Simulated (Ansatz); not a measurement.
Si2W:

```xyz
9
Lattice="4.6169 0.0000 0.0000 -2.3084 3.9983 0.0000 0.0000 0.0000 6.6532" Properties=species:S:1:pos:R:3 pbc="T T T"
W     2.3084    0.0000    3.3266
W     1.1542    1.9992    5.5444
W    -1.1542    1.9992    1.1089
Si    1.1332    0.6542    1.1089
Si    3.4837    0.6542    5.5444
Si    0.0000    1.3085    3.3266
Si    1.1753    3.3441    1.1089
Si   -1.1753    3.3441    5.5444
Si    2.3084    2.6899    3.3266
```

Measurements of this composition are mostly on another form, of space group No. 139.

Base run:

| Property | Result |
| --- | --- |
| Program | Ansatz 0.2.0 |
| Functional | PBE0 |
| Potentials or basis | Ansatz PAW |
| Cutoff | 420 eV (not typed: the program's choice for these potentials) |
| k mesh | 6 × 6 × 4 |
| Occupations | fermi-dirac, width 0.05 eV |
| Spin | no spin polarisation |

Its results: band gap on the k mesh 1.03 eV, indirect (least direct gap 1.72 eV); pressure -6.5 GPa; largest force 0.023 eV/Å.

The run is repeated on the same cell with these changes: functional from PBE0 to HSE06. What comes out?

Band gap on the k mesh 0.43 eV, indirect (least direct gap 1.11 eV); pressure -6.2 GPa; largest force 0.012 eV/Å.

Caveats: spin-orbit coupling is left out, which moves the levels of the heavy elements; the PAW data sets come from PBE, with cores solved anew for the run's functional, which leaves a small shift of forces and pressure; the thresholds are loose for stress.

A k mesh can miss the band edges.
